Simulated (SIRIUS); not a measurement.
**TiAl under changes of volume**

One of the cells (16.386 Å³/atom); the others are scaled copies at fixed shape and fractional positions:

```
CELL_PARAMETERS angstrom
3.20012 0.00000 0.00000
0.00000 3.20012 0.00000
0.00000 0.00000 3.20012
ATOMIC_POSITIONS crystal
Ti 0.00000 0.00000 0.00000
Al 0.50000 0.50000 0.50000
```

The cell comes from a database or a generator and needn't be the stable form of this composition.

- Program: SIRIUS 7.12.0
- Functional: PBEsol
- Potentials or basis: PseudoDojo 0.4.1 PBEsol standard (scalar relativistic)
- Cutoff: 1152 eV
- Density cutoff: 4606 eV
- k mesh: 8 × 8 × 8
- Occupations: fermi-dirac, width 0.05 eV
- Spin: no spin polarisation

```csv
volume (Å³/atom),energy over the lowest point (meV/atom),pressure (GPa)
15.101,9.56,5.2
15.422,?,?
15.743,0.00,-0.1
16.386,9.84,-4.5
16.707,20.89,-6.4
17.028,35.52,-8.1
```

Q: What does the run at 15.422 Å³/atom give?

A: Energy over the lowest point 2.11 meV/atom; pressure 2.4 GPa.

Worked out: A Birch-Murnaghan fit of order 3 (a polynomial in V^(-2/3)) to the other rows has its minimum at 15.72 Å³/atom with B0 = V·E''(V) = 119 GPa and B' = 3.9. It gives 2.11 meV/atom at 15.422 Å³/atom, against the run's 2.11, and -dE/dV = 2.3 GPa, against 2.4.

Energies are extrapolated to zero smearing.
